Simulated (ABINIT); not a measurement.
Runs of ABINIT 10.8.3 (patched build) on BAs. The structure is cubic, space group F-43m (No. 216). The conventional cell has a = 4.777 Å, b = 4.777 Å, c = 4.777 Å, α = 90.00°, β = 90.00°, γ = 90.00°. Around As (site symmetry -43m) lie 4 B at 2.07 Å. Around B (site symmetry -43m) lie 4 As at 2.07 Å. 

```tsv
task	level	potentials or basis	k mesh	cutoff (eV)	fine-grid cutoff	gap on the mesh (eV)	pressure (GPa)	V0 of scaled cells (Å³/atom)	B0 (GPa)
equation of state	BP86	JTH PAW PBE v2.0 sp	10 × 10 × 10	408	816.342 eV	-	-	(b)	129
band structure	BP86	JTH PAW PBE v2.0	10 × 10 × 10	408	816.342 eV	1.23	3.8	-	-
equation of state	revPBE+D3	JTH PAW PBE v2.0	10 × 10 × 10	408	816.342 eV	-	-	13.71	(a)
single point	r2SCAN	JTH PAW PBE v2.0	8 × 8 × 8	490	979.61 eV	1.37	-	-	-
band structure	LDA	JTH PAW LDA v2.0 sp	10 × 10 × 10	408	816.342 eV	1.13	-3.2	-	-
equation of state	RPBE	JTH PAW PBE v2.0	10 × 10 × 10	408	816.342 eV	-	-	14.20	125
band structure	revPBE	JTH PAW PBE v2.0	10 × 10 × 10	408	816.342 eV	1.20	4.8	-	-
band structure	SCAN	JTH PAW PBE v2.0	10 × 10 × 10	490	979.61 eV	1.41	-	-	-
single point	PBE	JTH PAW PBE v2.0	10 × 10 × 10	408	816.342 eV	1.18	2.8	-	-
band structure	rSCAN	JTH PAW PBE v2.0	10 × 10 × 10	490	979.61 eV	1.39	-	-	-
equation of state	AM05	JTH PAW PBE v2.0 sp	10 × 10 × 10	408	816.342 eV	-	-	13.61	140
equation of state	HCTH407	JTH PAW PBE v2.0	10 × 10 × 10	408	816.342 eV	-	-	13.91	129
```

Alike in all rows: no spin polarisation; cell as given; smearing fermi-dirac 0.05 eV.

Task: Estimate the missing entries.

Result: (a) 132; (b) 14.10.

Caveats: the PAW data sets were made with another functional, which shifts forces and pressure a little (some runs); pressures at fixed basis lie under the slope of the energies (some runs); this set keeps more shells in the core, which shifts pressures and gaps (some runs).

A k mesh can miss the band edges, and the runs leave out spin-orbit coupling on As.

Not every run made on this cell is shown here.
